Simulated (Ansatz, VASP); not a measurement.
BeTe in VASP and in Ansatz

```
Be Te
1.0
    -4.06453    4.06453    4.06453
     4.06453   -4.06453    4.06453
     4.06453    4.06453   -4.06453
Be Te
6 6
Direct
  0.12500 0.75000 0.87500
  0.62500 0.37500 0.25000
  0.75000 0.87500 0.12500
  0.87500 0.12500 0.75000
  0.37500 0.25000 0.62500
  0.25000 0.62500 0.37500
  0.75000 0.37500 0.62500
  0.12500 0.87500 0.25000
  0.25000 0.12500 0.87500
  0.37500 0.62500 0.75000
  0.87500 0.25000 0.12500
  0.62500 0.75000 0.37500
```

Alike in both runs: functional PBE; k mesh 4 × 4 × 4; occupations gaussian, width 0.1 eV; no spin polarisation.

Ansatz relaxed the structure, and its values are those at the end. VASP's run is a single point on that final structure, the one shown.

|  | VASP | Ansatz |
| --- | --- | --- |
| version | VASP 6.6.1 | Ansatz 0.2.0 |
| potentials or method | VASP PAW PBE potentials, release 64 (Be, Te) | scalar-relativistic, plane waves, PAW |
| plane-wave cutoff (eV) | 520 | 420 |
| valence electrons in the cell | 48 | 108 |

```tsv
	VASP	Ansatz	Ansatz less VASP
gap on the k mesh at the Fermi level (eV)	1.69	1.70	+0.011
least direct gap on the mesh (eV)	1.69	1.70	+0.011
pressure (GPa)	0.1	0.0	-0.12
```

The two sets of potentials don't hold the same shells in valence.

Caveats: spin-orbit coupling is left out, which moves the levels of the heavy elements. Expect the measured gap to be larger: semilocal functionals such as PBE lack the derivative discontinuity.
